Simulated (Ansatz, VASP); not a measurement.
**SiC (Moissanite 3C) in VASP and in Ansatz**

```
Si C
1.0
     0.00000    2.17900    2.17900
     2.17900    0.00000    2.17900
     2.17900    2.17900    0.00000
Si C
1 1
Direct
  0.00000 0.00000 0.00000
  0.75000 0.75000 0.75000
```

Alike in both runs: task relaxation of cell and atoms; functional PBE; k mesh 10 × 10 × 10; occupations fermi-dirac, width 0.05 eV; no spin polarisation.

|  | VASP | Ansatz |
| --- | --- | --- |
| version | VASP 6.6.1 | Ansatz 0.2.0 |
| potentials or method | VASP PAW PBE potentials, release 64 (Si, C) | Ansatz PAW |
| plane-wave cutoff (eV) | 600 | 420 |
| valence electrons in the cell | 8 | 8 |

VASP gave:

```
relaxed volume (Å³/atom)                                     : 10.49
relaxed cell length with the largest relative difference (Å) : 3.096
energy change over the relaxation (meV/atom)                 : -1
```

Task: Estimate Ansatz's values.

Result: Relaxed volume (Å³/atom): 10.50; relaxed cell length with the largest relative difference (Å): 3.097; energy change over the relaxation (meV/atom): -2.

Caveats: the plane-wave basis is chosen anew once the cell has moved, so the energies of steps on either side of that aren't comparable (Ansatz). A k mesh can miss the band edges. Zero-point motion and thermal expansion aren't in these numbers. PBE usually gives volumes a little too large and moduli too small.
